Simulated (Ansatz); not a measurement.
GaAs in the zincblende structure: a single-point calculation in Ansatz 0.2.0 (PBE0). Cell and atoms come from a relaxation with r2SCAN.

```yaml
crystal:
  lattice:
    - [0.0, 2.8330850939, 2.8330850939]
    - [2.8330850939, 0.0, 2.8330850939]
    - [2.8330850939, 2.8330850939, 0.0]
  atoms:
    - { symbol: Ga, position: [0.0, 0.0, 0.0] }
    - { symbol: As, position: [0.25, 0.25, 0.25] }
kpoints:
  mp_grid: { grid: [6, 6, 6] }
  band_path:
    path:
      - [0.0, 0.0, 0.0]
      - [-0.5, -0.5, 0.0]
      - [-0.375, -0.375, 0.25]
      - [-0.375, 0.0, 0.375]
      - [0.0, 0.0, 0.5]
      - [-0.5, -0.25, 0.25]
    npoints: 1
hamiltonian:
  xc: pbe0
scf:
  occupations: { method: fixed }
  n_extra_bands: 4
output:
  forces: true
  stress: true
  eigenvalues: true
```

The output follows, shortened, with numbered blanks.
```
scf.n_extra_bands = 4 over 14 filled bands (N_el = 28.0): the run solves 18 bands
Functional definition: PBE0
Crystal: 2 atoms, lattice volume = 45.479 Å³
Basis set: ecut = 420 eV, 893 PW (Γ)
Symmetry: 24 space group operations
Space group: F-43m (ITA 216)
k-points: 16 of 216 (time reversal used)
hybrid outer 1: dexx = +1.455e-2 eV, tail = 7.92e-5 eV
hybrid outer 2: dexx = +1.963e-6 eV, tail = 5.22e-8 eV, Δε = 3.84e-3 eV
Free energy (F): -8641.584317 eV
[1]
--- Forces (eV/Å), atoms counted from 1 ---
  atom   1  Ga      0.00000      0.00000      0.00000
  atom   2  As      0.00000      0.00000      0.00000
--- Stress (GPa, compression-positive) ---
        0.410907       0.000000       0.000000
        0.000000       0.410907       0.000000
        0.000000       0.000000       0.410907
  P = ⅓ Tr σ = 0.4109 GPa (4.109 kbar)
--- Band table (eV; the first three rows and the last of 16) ---
[2]
```

The rows of the band table are 0: (0, 0, 0) = Γ, 1: (0, 0, 1/6), 2: (0, 0, 1/3), 15: (1/6, -1/2, -1/3).

Task: Fill in the blanks. They hold the Fermi energy and the band table.

Result:
```
[1]
Fermi energy:    7.370494 eV
[2]
  k-point 0: bands = […, -10.0650, -10.0650, -6.6516, 7.3705, 7.3705, 7.3705, 9.3232, 12.5679, 12.5679, 12.5679]
  k-point 1: bands = […, -10.0654, -10.0654, -6.3098, 4.5281, 6.9644, 6.9644, 10.4131, 13.1565, 13.1565, 13.5634]
  k-point 2: bands = […, -10.0645, -10.0645, -5.4152, 1.4920, 6.3600, 6.3600, 9.9627, 13.5880, 13.5880, 16.2994]
  k-point 15: bands = […, -10.0788, -10.0598, -3.8800, 0.0601, 3.6943, 3.8739, 12.0133, 12.3013, 16.1927, 16.4891]
```
The trailing digits, and the zero of the energies, depend on the potentials and thresholds.

The PBE0 gap is direct at Γ: 1.95 eV. Edges are sought over the mesh and the listed points. The mean stress, +0.4 GPa, is small, and the program warns that its thresholds are loose for a hybrid's stress.

Run as `ansatz run input.yaml --threads 2 --pin off --max-ram 2211MiB --backend cpu --events-out ev --progress --plain --runs-dir out`.

Task: It ran on 2 threads of Arm Neoverse V1, with other jobs on the host. About how long did it take, and what peak of host memory did it reach?

Result: About 67 s, with a peak of 1.4 GiB.

No spin polarisation and no zero-point or thermal motion.

The runs are scalar-relativistic, without spin-orbit coupling.

The meshes of the hybrids are coarse, so their gaps aren't converged to the digits shown.
